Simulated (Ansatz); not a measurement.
## One run on Fe (Fmmm): start Fe1↑ Fe2↑ Fe3↓ Fe4↓; spin–orbit coupling, moments along [001]

Method: Ansatz 0.2.0, DFT, PBE, PAW with Ansatz's default frozen-core files, fully relativistic files with spin-orbit coupling.

Command: `ansatz run input.yaml --threads 2 --pin off --max-ram 6144MiB --backend cpu --events-out ev --progress --plain --runs-dir out`

```yaml
crystal:
  lattice:
    - [0.0, 3.8834793812, 0.0]
    - [-2.9968794198, 0.0, 0.0]
    - [-1.4984397099, 1.9417396906, 3.9302103246]
  atoms:
    - { symbol: Fe, position: [0.0, 0.0, 0.0], spin: 1.9, spin_axis: [0.0, 0.0, 1.0] }
    - { symbol: Fe, position: [0.5, 0.5, 0.0], spin: 1.9, spin_axis: [0.0, 0.0, 1.0] }
    - { symbol: Fe, position: [0.25, 0.75, 0.5], spin: 1.9, spin_axis: [0.0, 0.0, -1.0] }
    - { symbol: Fe, position: [0.75, 0.25, 0.5], spin: 1.9, spin_axis: [0.0, 0.0, -1.0] }
magnetization:
  noncollinear: true
  spin_orbit: true
kpoints:
  mp_grid: { grid: [11, 11, 11] }
scf:
  occupations: { method: fermi_dirac, width: 0.05 }
  convergence: { dr2_threshold: 1.0e-09 }
  max_iter: 120
  lower_state_search: "off"
hamiltonian:
  xc: pbe
  pseudopotentials: { kind: paw_fr }
output:
  eigenvalues: false
  hubbard: { sites: [{ species: Fe, l: d }] }
```

Log:

```
settings of this run that can trade accuracy for cost: output.eigenvalues: false. Do not mix this run's numbers with those of runs without the same settings; the input reference describes each key
Engine: ansatz 0.2.0
Pseudopotentials: kind: paw_fr
Pseudopotential: Fe, paw_fr, valence charge 16, recommended cutoff 420 eV (normal), Fe.paw.azcp#standard-fr
Functional definition: PBE
  parameter kappa = 0.804
  parameter beta = 0.06672455060314922
  exchange = pbe_x(kappa = kappa, mu = beta*pi^2/3)
  correlation = pbe_c(beta = beta)
Crystal: 4 atoms, lattice volume = 45.741 Å³
Basis set: ecut = 420 eV, 879 PW (Γ)
Bands: 78, of which v1, the nominal top of the filled ones, is band 64 counted from 1 (63 counted from 0)
Symmetry: 16 space group operations + 16 with time reversal
Magnetic group: BNS 66.500 (UNI 598), of the structure as read, at distance tolerance 3.6e-5 Å
k-points: 216 of 1331
Projection manifold: j_resolved (fully-relativistic pseudo-atomic orbitals)
Non-local potential: Fe, projectors of the file, l = 0: 3, l = 1: 4, l = 2: 6, l = 3: 2
PAW form: soft (Blöchl's): semilocal exchange-correlation on the pseudo side does not see the compensation charge
PAW one-centre angular grid: Fe, 590 points (default); XC on 64 Gauss nodes
Initial density: superposition of atomic densities (chi_scale 0.1, normalization cell)
Starting moments: Σ|m| = 7.6 μB on 4 of 4 sites
Initial wavefunctions: pseudopotential atomic-orbital guess
Functional: x = pbe(κ = 0.804, μ = 0.2195149727645171), c = pbe(β = 0.06672455060314922)
SCF iter   1: F=—  HF=-17922.128628 eV  |F-HF|=—  |Δ(HF+E_count)|=         —  Δρ=8.82e-2  dr2=2.14e0  dr2_m=1.77e-1  ethr=3.10e-3  |M|=6.90e-16 ∫|m|=7.21e0 μB  |m|>n=0.0e0 m-floor=0.0e0 τ_xc=2.2e-15 mc-row=0.0e0  β_m=1.00  ⟨swp⟩=7.8  Hψ=78645  notcnv=0
preconditioner: auto → Kerker (q_TF=auto, 2.885 Å⁻¹)  [metal: Δε(μ)=0.006 eV  Ē_g=3.795 eV  σ=0.050 eV  W_gap=0.03  n_scr=14 (ndim 8)  ℏωp=31.1 eV  f_vac=0.000  D(μ)=5.23/eV (n_scr^D=76)]
spin=Noncollinear: Kerker preconditioning applied to the charge; magnetization (m_x, m_y, m_z) channels mix plain (no charge-response kernel on spin).
[...]
SCF iter  12: F=—  HF=-17922.079164 eV  |F-HF|=—  |Δ(HF+E_count)|=   7.24e-8  Δρ=2.69e-5  dr2=1.62e-7  dr2_m=2.98e-8  ethr=1.11e-9  |M|=3.60e-16 ∫|m|=7.78e0 μB  |m|>n=0.0e0 m-floor=0.0e0 τ_xc=1.1e-2 mc-row=0.0e0  β_m=0.96  ⟨swp⟩=2.0  Hψ=29850  notcnv=0  defer=32
SCF iter  13: F=—  HF=-17922.079164 eV  |F-HF|=—  |Δ(HF+E_count)|=   3.70e-8  Δρ=9.19e-6  dr2=4.15e-9  dr2_m=8.88e-9  ethr=2.52e-10  |M|=4.70e-16 ∫|m|=7.78e0 μB  |m|>n=0.0e0 m-floor=0.0e0 τ_xc=1.1e-2 mc-row=0.0e0  β_m=0.98  ⟨swp⟩=2.0  Hψ=22448  notcnv=0  defer=32
SCF iter  14: F=-17922.079164 eV  HF=-17922.079164 eV  |F-HF|=3.09e-10  |Δ(HF+E_count)|=   6.84e-9  Δρ=2.32e-6  dr2=7.62e-10  dr2_m=2.32e-10  ethr=1.56e-12  |M|=3.60e-16 ∫|m|=7.78e0 μB  |m|>n=0.0e0 m-floor=0.0e0 τ_xc=1.1e-2 mc-row=0.0e0  ⟨swp⟩=3.0  Hψ=45634  notcnv=0
SCF 1 converged in 14 iterations: F = -17922.079164 eV  dr2 = 7.62e-10
  greatest PAW one-centre occupation: 1.000 electrons in one spin orbital (limit 2), on the Fe atom at site 3 (counted from 0), in its partial waves of l = 0
SCF converged after 14 iterations
Magnetization: |M| = 0.0000 μB,  M = (+0.0000, +0.0000, +0.0000) μB
Absolute magnetization: 7.7773 μB (∫|m|, with the PAW one-centre terms)
  site 0: m = (+0.0000, -0.0000, +1.8761) μB, |m| = 1.8761 μB  (R = 1.01 Å)
  site 1: m = (+0.0000, -0.0000, +1.8761) μB, |m| = 1.8761 μB  (R = 1.01 Å)
  site 2: m = (-0.0000, +0.0000, -1.8761) μB, |m| = 1.8761 μB  (R = 1.01 Å)
  site 3: m = (-0.0000, +0.0000, -1.8761) μB, |m| = 1.8761 μB  (R = 1.01 Å)
Free energy (F): -17922.079164 eV
Harris-Foulkes:  -17922.079164 eV  (|F-HF|=3.09e-10)
Internal energy: -17922.038047 eV  (E = F + TS)
E sigma→0 (E₀):  -17922.058606 eV
Entropy (-TS):   -0.041117 eV (-10.279 meV/atom)
Fermi energy:    18.625741 eV
--- Per-component energies (eV) ---
  E_band       = -862.283741
  E_kinetic    = 1400.967281
  E_local      = -8277.787414  (includes V_loc(G=0)·N_el)
  E_nonlocal   = 868.292842
  E_hartree    = 3471.573794
  E_xc         = -471.926680
  E_vxc        = -607.726803  (∫ρ·V_xc dr)
  E_paw        = -5461.621827  (= ΣΔE_a)
  E_vpaw       = -1189.178896  (= ΣTr[D̂ρ^β])
  E_aug_tail   = 0.003873  (compensation charges beyond the density's cutoff)
  E_ewald      = -9451.539916
  E_smearing   = -0.041117  (= −TS)
  E_closure    = 0.000000  (closes the sum)
  Σ components = -17922.079164   (vs F -17922.079164, Δ=0.00e0)
--- Occupation matrices: 4 shells (Löwdin-built; ε = 2.00e-2, provisional) ---
  Fe0 d_3D: site group D2h (mmm)
  Fe0 d_3D spinor Tr n = 6.8551  λ = 0.343 0.346 0.537 0.584 0.666 0.800 0.849 0.869 0.909 0.952  [2× yz 0.50 E1/2g(1.00) | xz 1.00 E1/2g(1.00) | z2 0.83 E1/2g(1.00) | xy 0.99 E1/2g(1.00) | xy 1.00 E1/2g(1.00) | z2 0.93 E1/2g(1.00) | xz 1.00 E1/2g(1.00) | yz 1.00 E1/2g(1.00) | x2-y2 0.93 E1/2g(1.00)]
  Fe1 d_3D: site group D2h (mmm)
  Fe1 d_3D spinor Tr n = 6.8551  λ = 0.343 0.346 0.537 0.584 0.666 0.800 0.849 0.869 0.909 0.952  [2× yz 0.50 E1/2g(1.00) | xz 1.00 E1/2g(1.00) | z2 0.83 E1/2g(1.00) | xy 0.99 E1/2g(1.00) | xy 1.00 E1/2g(1.00) | z2 0.93 E1/2g(1.00) | xz 1.00 E1/2g(1.00) | yz 1.00 E1/2g(1.00) | x2-y2 0.93 E1/2g(1.00)]
  Fe2 d_3D: site group D2h (mmm)
  Fe2 d_3D spinor Tr n = 6.8551  λ = 0.343 0.346 0.537 0.584 0.666 0.800 0.849 0.869 0.909 0.952  [2× yz 0.50 E1/2g(1.00) | xz 1.00 E1/2g(1.00) | z2 0.83 E1/2g(1.00) | xy 0.99 E1/2g(1.00) | xy 1.00 E1/2g(1.00) | z2 0.93 E1/2g(1.00) | xz 1.00 E1/2g(1.00) | yz 1.00 E1/2g(1.00) | x2-y2 0.93 E1/2g(1.00)]
  Fe3 d_3D: site group D2h (mmm)
  Fe3 d_3D spinor Tr n = 6.8551  λ = 0.343 0.346 0.537 0.584 0.666 0.800 0.849 0.869 0.909 0.952  [2× yz 0.50 E1/2g(1.00) | xz 1.00 E1/2g(1.00) | z2 0.83 E1/2g(1.00) | xy 0.99 E1/2g(1.00) | xy 1.00 E1/2g(1.00) | z2 0.93 E1/2g(1.00) | xz 1.00 E1/2g(1.00) | yz 1.00 E1/2g(1.00) | x2-y2 0.93 E1/2g(1.00)]
  Tr n, λ and their labels are of the run-group-symmetrised matrices; stabiliser: 32 of 64 elements of G0×{1,Θ} (closed), max defect 1.8e-15 at τ = 4.2e-3
settings of this run that can trade accuracy for cost: output.eigenvalues: false. Do not mix this run's numbers with those of runs without the same settings; the input reference describes each key
```

occupations.tsv:

```
# site	symbol	l	channel	k	occupation	cluster	real_ylm_label	real_ylm_weight	cubic_label	cubic_weight	pseudocubic_irrep	site_irrep	w_site_irrep	cell_site_irrep	w_cell_site_irrep
# site_irrep/w_site_irrep = the cluster's dominant irrep under the shell's site group (Mulliken, in the setting of the per-shell frame z, x; double-valued rows on a spinor block under rep=spin_orbital) and its weight, the cluster's purity; - without a site group
# cell_site_irrep/w_cell_site_irrep = the same under the site's group on the run's cell, the crystal's operations that keep its lattice, with its own per-shell comment where it differs; - as there, and where that group is no smaller or either group is refused
# basis = Löwdin-built
# labels = run-group-symmetrised matrices
# epsilon = 0.02 provisional = true under_converged = false
# stabiliser = 32/64 closed max_defect = 1.7909e-15 tolerance = 0.0042426
# site 0 Fe l=2_3D: orbit=0, site group D2h (mmm), |G|=8, z=[0.000000, 0.000000, 1.000000], x=[-1.000000, 0.000000, 0.000000], rep=spin_orbital
0	Fe	2_3D	spinor	0	0.343414	0	yz	0.4986	yz	0.4986	-	E1/2g	1.0000	-	-
0	Fe	2_3D	spinor	1	0.345728	0	yz	0.4986	yz	0.4986	-	E1/2g	1.0000	-	-
0	Fe	2_3D	spinor	2	0.536912	1	xz	0.9962	xz	0.9962	-	E1/2g	1.0000	-	-
0	Fe	2_3D	spinor	3	0.584148	2	z2	0.8280	z2	0.8280	-	E1/2g	1.0000	-	-
0	Fe	2_3D	spinor	4	0.666151	3	xy	0.9923	xy	0.9923	-	E1/2g	1.0000	-	-
0	Fe	2_3D	spinor	5	0.799659	4	xy	0.9971	xy	0.9971	-	E1/2g	1.0000	-	-
0	Fe	2_3D	spinor	6	0.848987	5	z2	0.9325	z2	0.9325	-	E1/2g	1.0000	-	-
0	Fe	2_3D	spinor	7	0.869452	6	xz	0.9971	xz	0.9971	-	E1/2g	1.0000	-	-
0	Fe	2_3D	spinor	8	0.909024	7	yz	0.9971	yz	0.9971	-	E1/2g	1.0000	-	-
0	Fe	2_3D	spinor	9	0.951667	8	x2-y2	0.9327	x2-y2	0.9327	-	E1/2g	1.0000	-	-
# Tr n = 6.855141
# site 1 Fe l=2_3D: orbit=0, site group D2h (mmm), |G|=8, z=[0.000000, 0.000000, 1.000000], x=[-1.000000, 0.000000, 0.000000], rep=spin_orbital
1	Fe	2_3D	spinor	0	0.343414	0	yz	0.4986	yz	0.4986	-	E1/2g	1.0000	-	-
1	Fe	2_3D	spinor	1	0.345728	0	yz	0.4986	yz	0.4986	-	E1/2g	1.0000	-	-
1	Fe	2_3D	spinor	2	0.536912	1	xz	0.9962	xz	0.9962	-	E1/2g	1.0000	-	-
1	Fe	2_3D	spinor	3	0.584148	2	z2	0.8280	z2	0.8280	-	E1/2g	1.0000	-	-
1	Fe	2_3D	spinor	4	0.666151	3	xy	0.9923	xy	0.9923	-	E1/2g	1.0000	-	-
1	Fe	2_3D	spinor	5	0.799659	4	xy	0.9971	xy	0.9971	-	E1/2g	1.0000	-	-
1	Fe	2_3D	spinor	6	0.848987	5	z2	0.9325	z2	0.9325	-	E1/2g	1.0000	-	-
1	Fe	2_3D	spinor	7	0.869452	6	xz	0.9971	xz	0.9971	-	E1/2g	1.0000	-	-
1	Fe	2_3D	spinor	8	0.909024	7	yz	0.9971	yz	0.9971	-	E1/2g	1.0000	-	-
1	Fe	2_3D	spinor	9	0.951667	8	x2-y2	0.9327	x2-y2	0.9327	-	E1/2g	1.0000	-	-
# Tr n = 6.855141
# site 2 Fe l=2_3D: orbit=0, site group D2h (mmm), |G|=8, z=[0.000000, 0.000000, 1.000000], x=[-1.000000, 0.000000, 0.000000], rep=spin_orbital
2	Fe	2_3D	spinor	0	0.343414	0	yz	0.4986	yz	0.4986	-	E1/2g	1.0000	-	-
2	Fe	2_3D	spinor	1	0.345728	0	yz	0.4986	yz	0.4986	-	E1/2g	1.0000	-	-
2	Fe	2_3D	spinor	2	0.536912	1	xz	0.9962	xz	0.9962	-	E1/2g	1.0000	-	-
2	Fe	2_3D	spinor	3	0.584148	2	z2	0.8280	z2	0.8280	-	E1/2g	1.0000	-	-
2	Fe	2_3D	spinor	4	0.666151	3	xy	0.9923	xy	0.9923	-	E1/2g	1.0000	-	-
2	Fe	2_3D	spinor	5	0.799659	4	xy	0.9971	xy	0.9971	-	E1/2g	1.0000	-	-
2	Fe	2_3D	spinor	6	0.848987	5	z2	0.9325	z2	0.9325	-	E1/2g	1.0000	-	-
2	Fe	2_3D	spinor	7	0.869452	6	xz	0.9971	xz	0.9971	-	E1/2g	1.0000	-	-
2	Fe	2_3D	spinor	8	0.909024	7	yz	0.9971	yz	0.9971	-	E1/2g	1.0000	-	-
2	Fe	2_3D	spinor	9	0.951667	8	x2-y2	0.9327	x2-y2	0.9327	-	E1/2g	1.0000	-	-
# Tr n = 6.855141
# site 3 Fe l=2_3D: orbit=0, site group D2h (mmm), |G|=8, z=[0.000000, 0.000000, 1.000000], x=[-1.000000, 0.000000, 0.000000], rep=spin_orbital
3	Fe	2_3D	spinor	0	0.343414	0	yz	0.4986	yz	0.4986	-	E1/2g	1.0000	-	-
[...]
```

Site moments (μB): Fe1 (0.00, 0.00, 1.88); Fe2 (0.00, 0.00, 1.88); Fe3 (0.00, 0.00, -1.88); Fe4 (0.00, 0.00, -1.88). Cell moment 0.00 μB.

The Ansatz runs typed with the search for lower states off end where their start leads. These are results for the start and cell typed. The real compound can order otherwise, in a larger cell, or not at all, since semilocal functionals without spin fluctuations often overstate magnetism; near a collapse of the moment, mesh and smearing move it by tens of per cent.

It took 74 s on 2 threads of Intel(R) Xeon(R) 6975P-C (Granite Rapids), with other jobs on the host, peak memory 1.4 GiB.
